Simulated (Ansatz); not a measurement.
In$_{2}$GaAs$_{3}$: computed properties

Method: DFT PBEsol, scalar-relativistic, plane waves, PAW in Ansatz.

Cutoff 420 eV; k points 12×12×12 on the computed 6-atom cell (Γ-centred); Gaussian smearing, width 0.10 eV; no spin polarisation.

The structure is relaxed at this level of theory with its symmetry kept. Whether it is the stable form of this composition wasn't checked.

```xyz
6
Lattice="-2.0976 2.0976 8.9586 2.0976 -2.0976 8.9586 2.0976 2.0976 -8.9586" Properties=species:S:1:pos:R:3 pbc="T T T"
In    0.0000    0.0000    6.0415
In    0.0000    0.0000   11.8756
Ga    0.0000    0.0000    0.0000
As    2.0976    0.0000    4.4793
As    0.0000    2.0976    1.3435
As    0.0000    2.0976    7.6151
```

| Item | Value |
| --- | --- |
| Space group | I-4m2 (No. 119) |
| Volume per atom | 26.28 Å³ |
| Formation energy from the elements' standard states (uncorrected) | -0.222 eV/atom |
| Kohn–Sham band gap | zero, with almost no states at the Fermi level |
| Density of states at the Fermi level | 0.00 states/eV per cell (so small that it hangs on the mesh: a semimetal, or crossings between mesh points) |
| Löwdin character within 0.5 eV of the Fermi level | As 4p 83 %, In 5p 10 % |
| Bader charges (e) | In (2 in the cell) 0.70, Ga (1 in the cell) 0.66, As (1 in the cell) -0.71, As (2 in the cell) -0.67 |